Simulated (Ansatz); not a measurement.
## BaSr3Ti4O12 — ⁴⁹Ti NMR of the central transition

Cell: a computed structure from the Materials Project (it need not be an observed phase), taken as it stands.

Space group P4/mmm (No. 123); a = 3.9684, c = 15.8764 Å.

```csv
site,Wyckoff,site symmetry,x,y,z
Ba,1a,4/mmm,0.0000,0.0000,0.0000
Sr2,2g,4mm,0.0000,0.0000,0.2509
Sr3,1b,4/mmm,0.0000,0.0000,0.5000
Ti5,2h,4mm,0.5000,0.5000,0.1282
Ti6,2h,4mm,0.5000,0.5000,0.3754
O9,4i,2mm.,0.0000,0.5000,0.1297
O10,4i,2mm.,0.0000,0.5000,0.3752
O13,1c,4/mmm,0.5000,0.5000,0.0000
O14,2h,4mm,0.5000,0.5000,0.2514
O15,1d,4/mmm,0.5000,0.5000,0.5000
```

One atom of each set is listed.

Level of theory: DFT, PBE, plane waves and PAW (field gradients read without the response of the frozen cores, which leaves them typically 4 to 6 % off), with spin–orbit coupling, 420 eV cutoff, Γ-centred 6×6×2 k-points, Fermi–Dirac smearing 0.02 eV (Ansatz 0.2.0).

⁴⁹Ti has I = 7/2 and Q = 247.0 mb (Pyykkö 2018); at 21.1 T its Larmor frequency is ν₀ = 50.7 MHz. Only the quadrupole interaction is simulated: positions count from each site's isotropic chemical shift, and J coupling is left out, as are shift anisotropy and dipolar coupling, which fast spinning averages.

Question: Simulate the second-order pattern (fast magic-angle spinning, Gaussian broadening 0.03 kHz) of site Ti6 (6 O at 1.97–1.98 Å).

Answer: The calculation gives C_Q = -2.58 MHz and η = 0.00, so ν_Q = 0.184 MHz and the centre of gravity lies at -6.61 ppm (-0.335 kHz).

```json
{"offset (kHz)": "-0.8673", "height": "0"}
{"offset (kHz)": "-0.8331", "height": "4"}
{"offset (kHz)": "-0.7989", "height": "6"}
{"offset (kHz)": "-0.7647", "height": "6"}
{"offset (kHz)": "-0.7304", "height": "6"}
{"offset (kHz)": "-0.6962", "height": "6"}
{"offset (kHz)": "-0.6620", "height": "7"}
{"offset (kHz)": "-0.6278", "height": "7"}
{"offset (kHz)": "-0.5935", "height": "7"}
{"offset (kHz)": "-0.5593", "height": "11"}
{"offset (kHz)": "-0.5251", "height": "75"}
{"offset (kHz)": "-0.4909", "height": "74"}
{"offset (kHz)": "-0.4567", "height": "53"}
{"offset (kHz)": "-0.4224", "height": "46"}
{"offset (kHz)": "-0.3882", "height": "44"}
{"offset (kHz)": "-0.3540", "height": "43"}
{"offset (kHz)": "-0.3198", "height": "43"}
{"offset (kHz)": "-0.2856", "height": "44"}
{"offset (kHz)": "-0.2513", "height": "47"}
{"offset (kHz)": "-0.2171", "height": "53"}
{"offset (kHz)": "-0.1829", "height": "64"}
{"offset (kHz)": "-0.1487", "height": "100"}
{"offset (kHz)": "-0.1144", "height": "82"}
{"offset (kHz)": "-0.0802", "height": "2"}
```

An axis of threefold or higher order runs through Ti6, so V_zz lies along it and η is zero.
